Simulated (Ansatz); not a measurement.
## Sr: frozen-core PAW against all-electron methods

```xyz
2
Lattice="4.3538 0.0000 0.0000 -2.1769 3.7705 0.0000 0.0000 0.0000 6.9090" Properties=species:S:1:pos:R:3 pbc="T T T"
Sr    0.0000    2.5136    1.7272
Sr    2.1769    1.2568    5.1818
```

Atoms are numbered in the order listed.

The conventional cell has a = 4.354 Å, b = 4.354 Å, c = 6.909 Å, α = 90.00°, β = 90.00°, γ = 120.00°. Sr (atom 1) has 12 Sr at 4.27 to 4.35 Å as nearest neighbours.

The cell is COD entry 1540836, as deposited and not checked against the literature; nothing was relaxed. The listed cell was then made from it by scaling, straining or moving an atom.

All numbers are computed: DFT, PBE, PAW with Ansatz's default frozen-core files, scalar-relativistic (Ansatz 0.2.0); DFT, PBE, all-electron PAW with datasets made for the crystal, scalar-relativistic (Ansatz 0.2.0); DFT, PBE, all-electron LAPW, scalar-relativistic (Ansatz 0.2.0).

For PAW: a Γ-centred 10×10×5 k mesh, Fermi–Dirac smearing of 0.08 eV, cutoff 420 eV, no spin polarisation. The crystal-made all-electron datasets (AE datasets) take a cutoff of 200 eV at this cell. LAPW targets a basis error of 1 meV/atom. The Ansatz runs share mesh, smearing and spin set-up. Plane-wave (PAW) pressures include the program's estimate of the Pulay term.

Stress and pressure are positive in compression.

The change that made this cell: z strained by -2 % at fixed volume.

```
       quantity    PAW  AE datasets   LAPW
 pressure (GPa)  -0.27        -0.27  -0.27
stress xx (GPa)  -0.48        -0.48  -0.48
stress zz (GPa)   0.15         0.15   0.15
```

PAW's pressure differs from the LAPW value by about 0.01 GPa or less.
